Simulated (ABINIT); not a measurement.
Crystal: ZrS2.

```
Zr S
1.0
     3.69138    0.00000    0.00000
    -1.84569    3.19683    0.00000
     0.00000    0.00000    6.04108
Zr S
1 2
Direct
  0.00000 0.00000 0.00000
  0.33333 0.66667 0.23791
  0.66667 0.33333 0.76209
```

The cell is a database's computed one.

```yaml
Program: ABINIT 10.8.3 (patched build)
Task: relaxation of cell and atoms
Functional: PBEsol
Potentials_or_basis: PseudoDojo NC SR PBEsol v0.4.1 standard
Cutoff: 898 eV
k_mesh: 6 × 6 × 4
Occupations: fermi-dirac, width 0.05 eV
Spin: no spin polarisation
```

At the start: pressure -2.4 GPa; volume 23.76 Å³/atom.

**Question.** How do energy, volume and symmetry change on relaxing?

**Answer.** Over 12 steps the energy falls by 7.3 meV/atom and the volume is 22.41 Å³/atom (-5.7 %); space group P-3m1 (No. 164, to 0.05 Å).

The path:
```csv
step,energy change (eV),largest force (eV/Å),pressure (GPa),volume (Å³)
1,0.0000,0.1510,-2.42,71.29
2,-0.0079,0.0562,-1.69,70.76
3,-0.0157,0.1530,0.05,69.54
4,-0.0164,0.1427,0.07,69.48
5,-0.0191,0.0198,-0.06,69.12
6,-0.0192,0.0223,-0.06,69.12
7,-0.0196,0.0373,-0.09,69.01
8,-0.0202,0.0485,-0.10,68.67
9,-0.0210,0.0493,-0.07,67.91
10,-0.0215,0.0283,-0.03,67.39
11,-0.0218,0.0008,-0.01,67.21
12,-0.0218,0.0005,0.00,67.24
```

Final structure:
```
Zr S
1.0
     3.63269    0.00000    0.00000
    -1.81635    3.14600    0.00000
     0.00000    0.00000    5.88347
Zr S
1 2
Direct
  0.00000 0.00000 0.00000
  0.33333 0.66667 0.24651
  0.66667 0.33333 0.75349
```

Caveat: this functional lacks dispersion, which binds the layers, so the pressure and a relaxed spacing across them are unreliable.
